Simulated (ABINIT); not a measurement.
The system is PtS2.

```
Pt S
1.0
     3.54320    0.00000    0.00000
    -1.77160    3.06850    0.00000
     0.00000    0.00000    5.03880
Pt S
1 2
Direct
  0.00000 0.00000 0.00000
  0.66667 0.33333 0.77300
  0.33333 0.66667 0.22700
```

Base run:

```yaml
Program: ABINIT 10.8.3 (patched build)
Functional: LDA
Potentials_or_basis: JTH PAW LDA v2.0
Cutoff: 544 eV
k_mesh: 9 × 9 × 5
Occupations: fermi-dirac, width 0.05 eV
Spin: no spin polarisation
```

Its results: band gap on the k mesh 0.88 eV, indirect (least direct gap 0.92 eV); pressure 4.0 GPa; largest force 0.877 eV/Å.

Q: After a change of settings the same cell gave: band gap on the k mesh 1.19 eV, indirect (least direct gap 1.32 eV); pressure 3.9 GPa; largest force 0.902 eV/Å. Which change was it?
A. k mesh from 9 × 9 × 5 to 5 × 5 × 3
B. functional from LDA to PBE; potentials or basis from JTH PAW LDA v2.0 to JTH PAW PBE v2.0
C. functional from LDA to revPBE; potentials or basis from JTH PAW LDA v2.0 to JTH PAW PBE v2.0
D. k mesh from 9 × 9 × 5 to 12 × 12 × 6

A: A.

Caveats: spin-orbit coupling is left out, which moves the levels of the heavy elements; an odd mesh through Γ misses points on the zone boundary, where band edges often lie (some runs).
